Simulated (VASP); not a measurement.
# KI (Fm-3m) in VASP: further runs

One crystal, KI, is run at these levels: PBE, RPBE; tasks: single point, relaxation of cell and atoms.

Program: VASP 6.6.1. These are calculated values, not measurements. Logs are shortened: lines on timing, memory, paths and dates and some standing lists are left out, and cuts for length are marked.

### Step 1. Starting point

It takes space group Fm-3m (No. 225, cubic). Conventional cell: a = 7.066 Å, b = 7.066 Å, c = 7.066 Å, α = 90.00°, β = 90.00°, γ = 90.00°. I (site symmetry m-3m) has 6 K at 3.53 Å as nearest neighbours. K (site symmetry m-3m) is surrounded by 6 I at 3.53 Å.

### Step 2. Single point, PBE

The input, run.py:

```python
from ase.calculators.vasp import Vasp
from ase.dft.bandgap import bandgap
from ase.io import read

atoms = read('KI.cif')
calc = Vasp(
    directory='calc',
    xc='pbe',
    pp='PBE',
    setups='gw',
    prec='Accurate',
    encut=550,
    ediff=1e-06,
    ismear=0,
    sigma=0.1,
    lreal=False,
    lasph=True,
    nelm=80,
    algo='Fast',
    isif=2,
    lwave=False,
    lcharg=False,
    kpts=[7, 7, 7],
    gamma=True,
)
atoms.calc = calc

print('energy (eV):', atoms.get_potential_energy())
print('free energy (eV):', atoms.get_potential_energy(force_consistent=True))
print('forces (eV/A):')
print(atoms.get_forces())
print('stress (eV/A^3, Voigt):', atoms.get_stress())
print('Fermi level (eV):', calc.get_fermi_level())
gap, top, bottom = bandgap(calc)
print('band gap (eV):', gap, 'from (spin, k, band)', top, 'to', bottom)
```

The input, KI.cif:

```cif
data_KI
_cell_length_a 4.99609832
_cell_length_b 4.99609832
_cell_length_c 4.99609832
_cell_angle_alpha 60.00000000
_cell_angle_beta 60.00000000
_cell_angle_gamma 60.00000000
_space_group_name_H-M_alt 'P1'
_space_group_name_Hall 'P 1'
_space_group_IT_number 1
loop_
_space_group_symop_operation_xyz
'x,y,z'
loop_
_atom_site_label
_atom_site_type_symbol
_atom_site_symmetry_multiplicity
_atom_site_Wyckoff_symbol
_atom_site_fract_x
_atom_site_fract_y
_atom_site_fract_z
_atom_site_occupancy
I1 I 1 a 0.5000000000 0.5000000000 0.5000000000 1
K1 K 1 a 0.0000000000 0.0000000000 0.0000000000 1
```

Potentials or basis: VASP PAW PBE potentials, release 64 (I_GW, K_sv_GW).

On the command line:

```bash
$ python run.py
```

What it wrote:

```text
energy (eV): -8.02432815
free energy (eV): -8.02432815
forces (eV/A):
[[ 0.  0.  0.]
 [-0. -0.  0.]]
stress (eV/A^3, Voigt): [-0.00356457 -0.00356457 -0.00356457  0.         -0.         -0.        ]
Fermi level (eV): 0.9485256
band gap (eV): 3.9576 from (spin, k, band) (0, np.int64(0), np.int64(7)) to (0, np.int64(0), np.int64(8))
```

OUTCAR:

```text
ENCUT = 550.000000
   EDIFF = 1.00e-06
   GGA = PE
   PREC = Accurate
   ISIF = 2
   ISMEAR = 0
   NELM = 80
   LASPH = .TRUE.
   LREAL = .FALSE.

 ion  position               nearest neighbor table
   1  0.500  0.500  0.500-   2 3.53   2 3.53   2 3.53   2 3.53   2 3.53   2 3.53
   2  0.000  0.000  0.000-   1 3.53   1 3.53   1 3.53   1 3.53   1 3.53   1 3.53

  LATTYP: Found a face centered cubic cell.
 ALAT       =     7.0655500031

  Lattice vectors:

 A1 = (   4.9960983200,   0.0000000000,   0.0000000000)
 A2 = (   2.4980491600,   4.3267480649,   0.0000000000)
 A3 = (   2.4980491600,   1.4422493550,   4.0792971963)

Analysis of symmetry for initial positions (statically):
=====================================================================
 Subroutine PRICEL returns:
 Original cell was already a primitive cell.

 Routine SETGRP: Setting up the symmetry group for a
 face centered cubic supercell.

 Subroutine GETGRP returns: Found 48 space group operations
 (whereof 48 operations were pure point group operations)
 out of a pool of 48 trial point group operations.

The static configuration has the point symmetry O_h .

Analysis of symmetry for dynamics (positions and initial velocities):
=====================================================================
 Subroutine PRICEL returns:
 Original cell was already a primitive cell.

 Routine SETGRP: Setting up the symmetry group for a
 face centered cubic supercell.

 Subroutine GETGRP returns: Found 48 space group operations
 (whereof 48 operations were pure point group operations)
 out of a pool of 48 trial point group operations.

The dynamic configuration has the point symmetry O_h .

 Subroutine INISYM returns: Found 48 space group operations
 (whereof 48 operations are pure point group operations),
 and found     1 'primitive' translations

----------------------------------------------------------------------------------------

                                     Primitive cell

  volume of cell :      88.1816

  direct lattice vectors                    reciprocal lattice vectors
     4.996098320  0.000000000  0.000000000     0.200156189 -0.115560230 -0.081713422
     2.498049160  4.326748065  0.000000000     0.000000000  0.231120459 -0.081713422
     2.498049160  1.442249355  4.079297196     0.000000000  0.000000000  0.245140266

  length of vectors
     4.996098320  4.996098320  4.996098320     0.245140266  0.245140266  0.245140266

  position of ions in fractional coordinates (direct lattice)
     0.500000000  0.500000000  0.500000000
     0.000000000  0.000000000  0.000000000

  ion indices of the primitive-cell ions
   primitive index   ion index
                 1           1
                 2           2

----------------------------------------------------------------------------------------

 KPOINTS: KPOINTS created by Atomic Simulation Env

Automatic generation of k-mesh.
 Grid dimensions read from file:
 generate k-points for:    7    7    7

 Generating k-lattice:

  Cartesian coordinates                     Fractional coordinates (reciprocal lattice)
     0.028593741 -0.016508604 -0.011673346     0.142857143  0.000000000  0.000000000
[... 37 lines left out ...]
   number of dos      NEDOS =    301   number of ions     NIONS =      2
   total plane-waves  NPLWV =  64000
   dimension x,y,z NGX =    40 NGY =   40 NGZ =   40
   dimension x,y,z NGXF=    80 NGYF=   80 NGZF=   80
   ions per type =               1   1
   NGX,Y,Z   is equivalent  to a cutoff of  13.31, 13.31, 13.31 a.u.
   NGXF,Y,Z  is equivalent  to a cutoff of  26.62, 26.62, 26.62 a.u.
 SYSTEM =  unknown system
   PREC   = accura    normal or accurate (medium, high low for compatibility)
   ISTART =      0    job   : 0-new  1-cont  2-samecut
   ICHARG =      2    charge: 1-file 2-atom 10-const
   ISPIN  =      1    spin polarized calculation?
   LNONCOLLINEAR =      F non collinear calculations
   LSORBIT =      F    spin-orbit coupling
   LASPH  =      T    aspherical Exc in radial PAW
   ENCUT  =  550.0 eV  40.42 Ry    6.36 a.u.   9.55  9.55  9.55*2*pi/ulx,y,z
   NELM   =     80;   NELMIN=  2; NELMDL= -5     # of ELM steps
   EDIFF  = 0.1E-05   stopping-criterion for ELM
   LREAL  =      F    real-space projection
   EDIFFG = 0.1E-04   stopping-criterion for IOM
   NSW    =      0    number of steps for IOM
   IBRION =     -1    ionic relax: 0-MD 1-quasi-New 2-CG
   NFREE  =      0    steps in history (QN), initial steepest desc. (CG)
   ISIF   =      2    stress and relaxation
   ISYM   =      2    0-nonsym 1-usesym 2-fastsym
   POTIM  = 0.5000    time-step for ionic-motion
   TEBEG  =    0.0;   TEEND  =   0.0 temperature during run
   PSTRESS=    0.0 pullay stress
   NELECT =      16.0000    total number of electrons
   NUPDOWN=      -1.0000    fix difference up-down
   EMIN   =  10.00;   EMAX   =-10.00  energy-range for DOS
   EFERMI =   0.00;   METHOD = LEGACY
   ISMEAR =     0;   SIGMA  =   0.10  broadening in eV -4-tet -1-fermi 0-gaus
   EFERMI_NEDOS =   21; number of points for ismear=-14 and -15
   IALGO  =     68    algorithm
   IMIX   =      4    mixing-type and parameters
     AMIX     =   0.40;   BMIX     =  1.00
     AMIX_MAG =   1.60;   BMIX_MAG =  1.00
  volume/ion in A,a.u.               =      44.09       297.54
  Fermi-wavevector in a.u.,A,eV,Ry     =   0.926806  1.751409 11.686988  0.858969
  Thomas-Fermi vector in A             =   2.052808
   LORBIT       =      0    0 simple, 1 ext, 2 COOP (PROOUT), +10 PAW based schemes
   GGA     = PE    functional components
   LHFCALC =     F    Hartree Fock is set to
   AEXX    =    0.0000 exact exchange contribution
   IVDW    =     0    specifies the selected vdW correction
   LEPSILON=     F    determine dielectric tensor
   LRPA    =     F    only Hartree local field effects (RPA)
 non-spin polarized calculation
 RMM-DIIS sequential band-by-band and
 Gauss-broadening in eV      SIGMA  =   0.10
  energy-cutoff  :      550.00
  volume of cell :       88.18
 maximum number of plane-waves:      2637
 NGX is ok and might be reduce to    40
   NGX = 19   NGY = 19   NGZ = 19

 number of electron      15.9999999 magnetization

 Free energy of the ion-electron system (eV)
  ---------------------------------------------------
  ext. energy  EPLUGINS =         0.00000000
  ---------------------------------------------------
  free energy    TOTEN  =        -8.02432815 eV

  energy without entropy =       -8.02432815  energy(sigma->0) =       -8.02432815

 E-fermi :   0.9485     XC(G=0):  -7.1764

 val. band max:        0.5135924555   @ k =   0.0000   0.0000   0.0000
 cond. band min:       4.4711748055   @ k =   0.0000   0.0000   0.0000
 fundamental gap:      3.9575823500
 Fermi energy:         0.9485256019

 k-point     1 :       0.0000    0.0000    0.0000
  band No.  band energies     occupation
      1     -27.9804      2.00000
      2     -11.4675      2.00000
      3     -11.4675      2.00000
      4     -11.4675      2.00000
      5      -9.9888      2.00000
      6       0.5136      2.00000
      7       0.5136      2.00000
      8       0.5136      2.00000
      9       4.4712      0.00000
     10       7.0205      0.00000
     11       7.0206      0.00000
     12       7.0212      0.00000
[... 271 lines left out ...]
 k-point    20 :      -0.2857    0.4286    0.1429
  band No.  band energies     occupation
      1     -27.9777      2.00000
      2     -11.5315      2.00000
      3     -11.5010      2.00000
      4     -11.4866      2.00000
      5      -9.7821      2.00000
      6      -0.2788      2.00000
      7      -0.2585      2.00000
      8       0.0333      2.00000
      9       6.6106      0.00000
     10       7.2735      0.00000
     11       7.3923      0.00000
     12       8.7777      0.00000

------------------------ aborting loop because EDIFF is reached ----------------------------------------

  FORCE on cell =-STRESS in cart. coord.  units (eV):
  Direction    XX          YY          ZZ          XY          YZ          ZX
  --------------------------------------------------------------------------------------
  -------------------------------------------------------------------------------------
  Total        0.3143296      0.3143296      0.3143296      0.0000000     -0.0000000      0.0000000
  in kB        5.7110757      5.7110757      5.7110757      0.0000000     -0.0000000      0.0000000
  external PRESSURE =       5.7110757 kB  Pullay stress =       0.0000000 kB

 VOLUME and BASIS-vectors are now :
 -----------------------------------------------------------------------------
  energy-cutoff  :      550.00
  volume of cell :       88.18
      direct lattice vectors                 reciprocal lattice vectors
     4.996098320  0.000000000  0.000000000     0.200156189 -0.115560230 -0.081713422
     2.498049160  4.326748065  0.000000000     0.000000000  0.231120459 -0.081713422
     2.498049160  1.442249355  4.079297196     0.000000000  0.000000000  0.245140266

 POSITION                                       TOTAL-FORCE (eV/Angst)
 -----------------------------------------------------------------------------------
      4.99610      2.88450      2.03965         0.000000      0.000000      0.000000
      0.00000      0.00000      0.00000        -0.000000     -0.000000      0.000000
 -----------------------------------------------------------------------------------
    total drift:                               -0.000000      0.000000     -0.000000

  FREE ENERGIE OF THE ION-ELECTRON SYSTEM (eV)
  ---------------------------------------------------
  free  energy   TOTEN  =        -8.0243281471 eV

  energy  without entropy=       -8.0243281471  energy(sigma->0) =       -8.02432815
```

INCAR:

```text
ENCUT = 550.000000
SIGMA = 0.100000
EDIFF = 1.00e-06
ALGO = Fast
GGA = PE
PREC = Accurate
ISIF = 2
ISMEAR = 0
NELM = 80
LASPH = .TRUE.
LCHARG = .FALSE.
LWAVE = .FALSE.
LREAL = .FALSE.
```

Run time: 31 s. Hardware: 1 thread of Intel Xeon Platinum 8488C (Sapphire Rapids), shared host; peak memory 0.24 GiB.

Results:

```
Free energy            : -8.0243 eV
Pressure               : 0.6 GPa
Band gap on the k mesh : 3.96 eV, direct
```

Levels at points of the mesh, in eV from the valence-band top:
```csv
k point,band 6,band 7,band 8,band 9,band 10,band 11
"(0.00, 0.00, 0.00)",0.00,0.00,0.00,3.96,6.51,6.51
```

Caveat: spin-orbit coupling is left out, which moves the levels of the heavy elements; an odd mesh through Γ misses points on the zone boundary, where band edges often lie.

### Step 3. Relaxation of cell and atoms, RPBE

The input, INCAR:

```
SYSTEM = KI
  ALGO = Fast
  EDIFF = 1E-6
  EDIFFG = -0.01
  ENCUT = 600
  GGA = RP
  IBRION = 2
  ISIF = 3
  ISMEAR = -1
  LASPH = .True.
  LCHARG = .False.
  LREAL = .False.
  LWAVE = .False.
  NELM = 60
  NSW = 40
  PREC = Accurate
  SIGMA = 0.05
```

The input, KPOINTS:

```
k-points
0
Gamma
  7 7 7
  0 0 0
```

The input, POSCAR:

```
KI
1.0
    0.0000000000      3.5327750000      3.5327750000
    3.5327750000      0.0000000000      3.5327750000
    3.5327750000      3.5327750000      0.0000000000
I K
1 1
Direct
    0.5000000000      0.5000000000      0.5000000000
    0.0000000000      0.0000000000      0.0000000000
```

Potentials or basis: VASP PAW PBE potentials, release 64 (I, K_sv).

On the command line:

```bash
$ cat potpaw_PBE.64/I/POTCAR potpaw_PBE.64/K_sv/POTCAR > POTCAR
$ mpirun -np 1 vasp_std > vasp.out
```

OUTCAR:

```text
SYSTEM = KI
   EDIFF = 1E-6
   EDIFFG = -0.01
   ENCUT = 600
   GGA = RP
   IBRION = 2
   ISIF = 3
   ISMEAR = -1
   LASPH = .True.
   LREAL = .False.
   NELM = 60
   NSW = 40
   PREC = Accurate

 ion  position               nearest neighbor table
   1  0.500  0.500  0.500-   2 3.53   2 3.53   2 3.53   2 3.53   2 3.53   2 3.53
   2  0.000  0.000  0.000-   1 3.53   1 3.53   1 3.53   1 3.53   1 3.53   1 3.53

  LATTYP: Found a face centered cubic cell.
 ALAT       =     7.0655500000

  Lattice vectors:

 A1 = (   0.0000000000,   3.5327750000,   3.5327750000)
 A2 = (   3.5327750000,   0.0000000000,   3.5327750000)
 A3 = (   3.5327750000,   3.5327750000,   0.0000000000)

Analysis of symmetry for initial positions (statically):
=====================================================================
 Subroutine PRICEL returns:
 Original cell was already a primitive cell.

 Routine SETGRP: Setting up the symmetry group for a
 face centered cubic supercell.

 Subroutine GETGRP returns: Found 48 space group operations
 (whereof 48 operations were pure point group operations)
 out of a pool of 48 trial point group operations.

The static configuration has the point symmetry O_h .
[... 150 lines left out ...]

 Free energy of the ion-electron system (eV)
  ---------------------------------------------------
  ext. energy  EPLUGINS =         0.00000000
  ---------------------------------------------------
  free energy    TOTEN  =        -5.20101941 eV

  energy without entropy =       -5.20101941  energy(sigma->0) =       -5.20101941

------------------------ aborting loop because EDIFF is reached ----------------------------------------

  FORCE on cell =-STRESS in cart. coord.  units (eV):
  Direction    XX          YY          ZZ          XY          YZ          ZX
  --------------------------------------------------------------------------------------
  -------------------------------------------------------------------------------------
  Total        0.9768533      0.9768533      0.9768533      0.0000000      0.0000000      0.0000000
  in kB       17.7485137     17.7485137     17.7485137      0.0000000      0.0000000      0.0000000
  external PRESSURE =      17.7485137 kB  Pullay stress =       0.0000000 kB
[... 95 lines left out ...]
--------------------------------------- Ionic step        4  -------------------------------------------

 number of electron      15.9999998 magnetization

 Free energy of the ion-electron system (eV)
  ---------------------------------------------------
  ext. energy  EPLUGINS =         0.00000000
  ---------------------------------------------------
  free energy    TOTEN  =        -5.27015053 eV

  energy without entropy =       -5.27015053  energy(sigma->0) =       -5.27015053

 E-fermi :   0.1571     XC(G=0):  -6.3005

 val. band max:       -0.9888206867   @ k =   0.0000   0.0000   0.0000
 cond. band min:       2.9562016911   @ k =   0.0000   0.0000   0.0000
 fundamental gap:      3.9450223778
 Fermi energy:         0.1571034410

 k-point     1 :       0.0000    0.0000    0.0000
  band No.  band energies     occupation
      1     -29.9076      2.00000
      2     -13.3346      2.00000
      3     -13.3346      2.00000
      4     -13.3346      2.00000
      5     -11.2519      2.00000
      6      -0.9888      2.00000
      7      -0.9888      2.00000
      8      -0.9888      2.00000
      9       2.9562      0.00000
     10       5.6933      0.00000
     11       5.6933      0.00000
     12       5.6933      0.00000
[... 312 lines left out ...]
  FREE ENERGIE OF THE ION-ELECTRON SYSTEM (eV)
  ---------------------------------------------------
  free  energy   TOTEN  =        -5.2701505325 eV

  energy  without entropy=       -5.2701505325  energy(sigma->0) =       -5.27015053

 reached required accuracy - stopping structural energy minimisation
```

OSZICAR:

```text
N       E                     dE             d eps       ncg     rms          rms(c)
DAV:   1     0.103517775755E+03    0.10352E+03   -0.70552E+03   480   0.125E+03
DAV:   2     0.215592009314E+01   -0.10136E+03   -0.92434E+02   576   0.262E+02
DAV:   3    -0.485556694990E+01   -0.70115E+01   -0.69458E+01   632   0.628E+01
[... 57 lines left out ...]
RMM:   6    -0.527014289353E+01   -0.13877E-04   -0.12187E-04   623   0.793E-02    0.120E-02
RMM:   7    -0.527014735321E+01   -0.44597E-05   -0.39278E-05   621   0.382E-02    0.493E-03
RMM:   8    -0.527014907686E+01   -0.17236E-05   -0.22513E-05   515   0.270E-02    0.301E-03
RMM:   9    -0.527014983731E+01   -0.76045E-06   -0.10770E-05   471   0.174E-02    0.145E-03
RMM:  10    -0.527015053253E+01   -0.69522E-06   -0.61161E-06   434   0.126E-02
   4 F= -.52701505E+01 E0= -.52701505E+01  d E =-.691311E-01
```

CONTCAR:

```text
KI
   1.00000000000000
     0.0000000000000000    3.7130410188913618    3.7130410188913618
     3.7130410188913618    0.0000000000000000    3.7130410188913618
     3.7130410188913618    3.7130410188913618    0.0000000000000000
  I               K
     1     1
Direct
     0.5000000000000000    0.5000000000000000    0.5000000000000000
     0.0000000000000000    1.0000000000000000    1.0000000000000000

  0.00000000E+00  0.00000000E+00  0.00000000E+00
  0.00000000E+00  0.00000000E+00  0.00000000E+00
```

Wall time 2.4 min (1 thread of Intel Xeon Platinum 8488C (Sapphire Rapids), shared host); peak memory 0.26 GiB.

Results:

```yaml
Free_energy: -5.2702 eV
Relaxed_volume: 51.19 Å³/atom
Relaxed_cell: a = 5.251 Å, b = 5.251 Å, c = 5.251 Å, α = 60.00°, β = 60.00°, γ = 60.00°
Space_group_after_relaxing_to_0.05_Å: Fm-3m (No. 225)
Energy_gained_by_relaxing: 34.6 meV/atom
Ionic_steps: 4
Pressure_after_relaxing: 0.0 GPa
Band_gap_on_the_k_mesh: 3.94 eV, direct
```

Step by step:
```
step  energy change (eV)  largest force (eV/Å)  pressure (GPa)  volume (Å³)
   1              0.0000                0.0000            1.77        88.18
   2             -0.0504                0.0000            0.81        94.56
   3             -0.0685                0.0000            0.13       101.04
   4             -0.0691                0.0000            0.01       102.38
```

Final structure:
```
I K
1.0
     0.00000    3.71304    3.71304
     3.71304    0.00000    3.71304
     3.71304    3.71304    0.00000
I K
1 1
Cartesian
  3.7130 3.7130 3.7130
  7.4261 3.7130 3.7130
```

Caveat: the volume moved by over 15 % at a fixed basis, so the end points are rough; the PAW data sets were made with another functional, which shifts forces and pressure a little; spin-orbit coupling is left out, which moves the levels of the heavy elements; an odd mesh through Γ misses points on the zone boundary, where band edges often lie. RPBE and its kin give volumes clearly too large for solids.

### Step 4. For comparison

An earlier run on the cell as given: functional PBE; potentials or basis VASP PAW PBE potentials, release 64 (I, K_sv); cutoff 520 eV; k mesh 7 × 7 × 7; occupations fermi-dirac, width 0.05 eV; no spin polarisation.

- Pressure: 0.6 GPa
- Band gap on the k mesh: 3.96 eV, direct

### Step 5. Overview

```csv
task,level,potentials or basis,cell,cutoff (eV),smearing,gap on the mesh (eV),pressure (GPa)
single point,PBE,"VASP PAW PBE potentials, release 64 (I_GW, K_sv_GW)",as given,550,gaussian 0.1 eV,3.96,0.6
relaxation of cell and atoms,RPBE,"VASP PAW PBE potentials, release 64 (I, K_sv)",relaxed,600,fermi-dirac 0.05 eV,3.94,0.0
single point,PBE,"VASP PAW PBE potentials, release 64 (I, K_sv)",as given,520,fermi-dirac 0.05 eV,3.96,0.6
```

Alike in all rows: no spin polarisation; k mesh 7 × 7 × 7.

Caveats: spin-orbit coupling is left out, which moves the levels of the heavy elements; an odd mesh through Γ misses points on the zone boundary, where band edges often lie; the volume moved by over 15 % at a fixed basis, so the end points are rough (some runs); the PAW data sets were made with another functional, which shifts forces and pressure a little (some runs).

Absolute energies hang on the potentials; compare differences alone.

### Step 6. How close it comes

Step 2. The gap isn't set beside the deposited one, since this odd mesh misses points on the zone boundary.
